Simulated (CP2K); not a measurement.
**Moving the dispersion correction in Si**

Symmetry: Fd-3m, No. 227, cubic system. The conventional cell has a = 5.444 Å, b = 5.444 Å, c = 5.444 Å, α = 90.00°, β = 90.00°, γ = 90.00°. Around Si (site symmetry -43m) lie 4 Si at 2.36 Å.

Kept alike: task single point; functional revPBE; k mesh 8 × 8 × 8; occupations fermi-dirac, width 0.05 eV; no spin polarisation. Program: CP2K, POTENTIAL_UZH Si GTH-PBE-q4; TZVP-MOLOPT-PBE-GTH basis. The mesh is that of the run's cell of 2 atoms. No spin-orbit coupling.

| dispersion correction | pressure (GPa) |
| --- | --- |
| D3(zero) | 0.15 |
| D3(BJ) | -3.39 |
| D3(BJ)+ATM | -3.26 |
| D4 | -3.52 |
| none | 1.46 |

Pressure is positive in compression. All rows use potentials made for PBE.

What does the dispersion correction change here?

The pressure runs from -3.52 (D4) to 1.46 GPa (none). Dispersion terms mostly attract, so at fixed cell they lower the pressure.
